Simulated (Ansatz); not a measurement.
# Pb: a sweep of the smearing

How much do the results for Pb depend on the smearing?

The COD entry's cell or inner coordinates are ideal or old and differ from later refinements, so a difference from it is no clean test against experiment.

Computed with Ansatz 0.2.0 (DFT, PBE, all-electron LAPW, scalar-relativistic, unless a step's input says otherwise).

## Step 1: Starting point

It takes space group Fm-3m (No. 225, cubic). The conventional cell has a = 4.940 Å, b = 4.940 Å, c = 4.940 Å, α = 90.00°, β = 90.00°, γ = 90.00°. Pb (site symmetry m-3m) has 12 Pb at 3.49 Å as nearest neighbours.

As a file:

```cif
data_structure
_symmetry_space_group_name_H-M 'P 1'
_symmetry_Int_Tables_number 1
_cell_length_a 3.4928
_cell_length_b 3.4928
_cell_length_c 3.4928
_cell_angle_alpha 60.000
_cell_angle_beta 60.000
_cell_angle_gamma 60.000
_cell_volume 30.13
loop_
_atom_site_label
_atom_site_type_symbol
_atom_site_fract_x
_atom_site_fract_y
_atom_site_fract_z
_atom_site_occupancy
Pb1 Pb 0.00000 0.00000 0.00000 1
```

The geometry is a database entry used as it stands. It may stem from high pressure or temperature, or be incomplete, so it serves as a test cell.

## Step 2: With Methfessel–Paxton smearing of 0.2 eV

Input file input.yaml:

```yaml
crystal:
  lattice:
    - [0.0, 2.4698, 2.4698]
    - [2.4698, 0.0, 2.4698]
    - [2.4698, 2.4698, 0.0]
  atoms:
    - { symbol: Pb, position: [0.0, 0.0, 0.0] }
kpoints:
  mp_grid: { grid: [12, 12, 12] }
scf:
  occupations: { method: methfessel_paxton, width: 0.2 }
hamiltonian:
  xc: pbe
  pseudopotentials: { kind: all_electron, lapw: { basis_error: 0.00025 } }
output:
  forces: true
  stress: true
  eigenvalues: true
```

## Step 3: With Fermi–Dirac smearing of 0.15 eV

input.yaml, as its differences from that of step 2:

```diff
@@ -10,3 +10,3 @@
 scf:
-  occupations: { method: methfessel_paxton, width: 0.2 }
+  occupations: { method: fermi_dirac, width: 0.15 }
 hamiltonian:
```

## Step 4: With cold smearing of 0.15 eV

input.yaml, as its differences from that of step 3:

```diff
@@ -10,3 +10,3 @@
 scf:
-  occupations: { method: fermi_dirac, width: 0.15 }
+  occupations: { method: cold, width: 0.15 }
 hamiltonian:
```

## Step 5: With Gaussian smearing of 0.2 eV

input.yaml, as its differences from that of step 4:

```diff
@@ -10,3 +10,3 @@
 scf:
-  occupations: { method: cold, width: 0.15 }
+  occupations: { method: gaussian, width: 0.2 }
 hamiltonian:
```

## Step 6: With tetrahedron filling

input.yaml, as its differences from that of step 5:

```diff
@@ -10,3 +10,3 @@
 scf:
-  occupations: { method: gaussian, width: 0.2 }
+  occupations: { method: tetrahedron }
 hamiltonian:
```

(Steps that only read results are left out.)

**Question.** What will these runs give? Wanted: pressure, lowest to highest.

**Answer**, as computed:

```
                                                                            quantity                                 value
largest change of energy from «Methfessel–Paxton smearing of 0.2 eV» (zero smearing)  -15.9 meV/atom (tetrahedron filling)
                                                  pressure, lowest to highest (LAPW)                      2.97 to 2.99 GPa
```

Across the runs the energy spans 16.8 meV/atom. The pressure spans 0.02 GPa (LAPW, the tetrahedron run left out, since its derivatives are unreliable). Spin-orbit coupling is left out, though the cell holds Pb; in elements this heavy it can shift bands and gaps by tenths of an eV.
